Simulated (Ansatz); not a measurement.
An elastic constant from a strain scan in CdTe

Level of theory: DFT PBE, scalar-relativistic, plane waves, PAW in Ansatz. Settings: plane waves to 420 eV, k-mesh 10×10×10 (Γ-centred), Gaussian smearing 0.05 eV. No spin polarisation. Energies are free energies at this smearing, counted from the undisturbed cell; pressure is positive in compression.

Zero of the scan (relaxed at this level):

```yaml
crystal:
  lattice:
    - [0.00000, 3.30869, 3.30869]
    - [3.30869, 0.00000, 3.30869]
    - [3.30869, 3.30869, 0.00000]
  atoms:
    - { symbol: Cd, position: [0.00000, 0.00000, 0.00000] }
    - { symbol: Te, position: [0.75000, 0.75000, 0.75000] }
```

The cell is strained by ε times the Voigt pattern (0, 1, 0, 0, 0, 0) (xx, yy, zz, yz, xz, xy; engineering shear) with fractional coordinates fixed. The cell holds 2 atoms in V0 = 72.44 Å³. The stress column is τ = (1/V0) dE/dε, got from the stress tensor σ (compression positive) at each point as −det(1 + εP) σ : P(1 + εP)⁻¹, with P the pattern as a tensor.

| ε | ΔE (meV/atom) | τ (GPa) |
| --- | --- | --- |
| -0.1000 | 56.736 | -5.185 |
| -0.0750 | 31.399 | -3.792 |
| -0.0500 | 13.750 | -2.464 |
| -0.0250 | 3.414 | -1.204 |
| 0.0000 | 0.000 | -0.014 |
| 0.0250 | 3.112 | 1.104 |
| 0.0500 | 12.336 | 2.150 |
| 0.0750 | 27.272 | 3.124 |
| 0.0875 | 36.753 | 3.584 |
| 0.1000 | ? | ? |

Which combination of elastic constants does this scan measure, and how large is it?

For small ε, τ = τ0 + Kε with K = pᵀCp, which for this pattern is C11 in the cubic axes. The parabola through τ at ε = -0.0250, 0 and 0.0250 has slope K = 46 GPa at zero. The energies per cell, E = NΔE, of the same two points give K = 2[E(ε₊)/ε₊ − E(ε₋)/ε₋]/[(ε₊ − ε₋)V0] = 46 GPa, in agreement.

Predict the withheld row at ε = 0.1000 from the harmonic law, and compare.

ΔE = V0(τ0 ε + Kε²/2)/N = 51.848 meV/atom and τ = 4.60 GPa. The calculation gives 47.509 meV/atom and 4.03 GPa: the energy lies 8 % below the harmonic value, as bonds soften when stretched.